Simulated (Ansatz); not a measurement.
**ZnTe (F-43m, No. 216, 6 atoms in the cell; start mp-571195)**

All values below come from LDA (plane waves, PAW; Ansatz, a program for electronic structure).

Settings: plane-wave cutoff 520 eV, 12×12×4 k mesh (along the axes of the cell as run), Fermi–Dirac smearing 0.01 eV, scalar-relativistic PAW data made under PBE.

Cell (relaxed at this level):

Space group F-43m (No. 216); a = b = c = 5.995 Å, α = β = γ = 90.00°

```
atom  site  symmetry       x       y       z
----  ----  --------  ------  ------  ------
Zn      4d      -43m  0.7500  0.7500  0.7500
Te      4b      -43m  0.5000  0.5000  0.5000
```
(The calculation used a cell of 6 atoms; values per cell refer to that cell.)

```yaml
band_gap: 1.27 eV
```

Spin–orbit coupling is not included; with these elements it can move the gap by several tenths of an eV or more.

Computed values are for the static lattice.

Computing time: around 50 core-seconds (rough).

A start named mp-… is a Materials Project structure, which need not be a measured phase.
